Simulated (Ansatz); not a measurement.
zincblende-structured NbP

Computed with Ansatz (plane waves, PAW, 420 eV cutoff): PBEsol, scalar-relativistic, no spin polarisation, 10×10×10 k-mesh, Gaussian smearing of 0.05 eV. The datasets are Ansatz's generated set soft_2.

```yaml
crystal:
  lattice:
    - [0.00000, 2.76341, 2.76341]
    - [2.76341, 0.00000, 2.76341]
    - [2.76341, 2.76341, 0.00000]
  atoms:
    - { symbol: Nb, position: [0.00000, 0.00000, 0.00000] }
    - { symbol: P, position: [0.25000, 0.25000, 0.25000] }
```

The start was a prototype's sites filled with these elements. The Crystallography Open Database lists the compound in space group I41/amd, so this is a trial structure.

The run above is the reference. The same cell was run again with other input settings; several of them aren't fit for production, so the rows show the settings' effect and aren't properties of the material.

| keys changed | outcome | ΔE (meV/atom) | P (GPa) | gap on the mesh (eV) | cell moment (μB) | largest force component (eV/Å) | SCF iterations | rough core-seconds | new warnings |
| --- | --- | --- | --- | --- | --- | --- | --- | --- | --- |
| none (reference) | converged | 0.0 | 0.0 | metal | – | 0.000 | – | – | – |
| basis.ecutwfc: 420 → "500 eV"; scf.n_extra_bands: 1 | converged | -0.4 | 0.0 | metal | – | 0.000 | 6 | 6 | – |
| basis.ecutwfc: 420 → "18.4 Ry"; hamiltonian.xc: "pbesol" → "revpbe" | converged | – | 4.6 | metal | – | 0.000 | 7 | 2.9 | cutoff below recommended |
| scf.occupations.method: "gaussian" → "fermi_dirac"; scf.occupations.width: 0.05 → 0.1 | converged | 0.2 | 0.3 | metal | – | 0.000 | 6 | 7 | – |
| scf.eigensolver.kind: "davidson"; basis.precision: "f64" | converged | 0.0 | 0.0 | metal | – | 0.000 | 7 | 5 | – |
| basis.ecutrho_ratio: 4 → 9 | converged | 0.0 | 0.0 | metal | – | 0.000 | 6 | 7 | – |

These changes also left energy (to 0.1 meV/atom), pressure, gap, moment and forces as in the reference: scf.mixing.preconditioner: "local_kerker"; scf.algorithm: "density_mixing".

ΔE is the energy with the smearing extrapolated to zero. It is left out where the change alters the Hamiltonian or the spin treatment. The varied runs start from atomic densities (corrected by the program's trained start where that serves), with the default search for lower states unless a row changes it.

(1) What happens with these changes: scf.occupations.width: 0.05 → null; scf.occupations.method: "gaussian" → "tetrahedron_uncorrected"; basis.ecutwfc: 420 → "500 eV"?

(2) What happens with these changes: scf.lower_state_search: "full"; hamiltonian.dispersion: "d3bj"; accuracy: "low"?

Answers:

(1) outcome converged, ΔE (meV/atom) 8.4, P (GPa) 0.1, gap on the mesh (eV) metal, largest force component (eV/Å) 0.000, SCF iterations 6, rough core-seconds 5, new warnings band table not solved further.

(2) outcome converged, P (GPa) -3.3, gap on the mesh (eV) metal, largest force component (eV/Å) 0.000, SCF iterations 8, rough core-seconds 140.

The pair part of a dispersion correction pulls inward (a three-body part mostly pushes out), and in metals and ionic crystals with large ions it often overbinds.

1 further run (cut off, refused for memory, with changed atoms or starts, or in doubt) is left out.
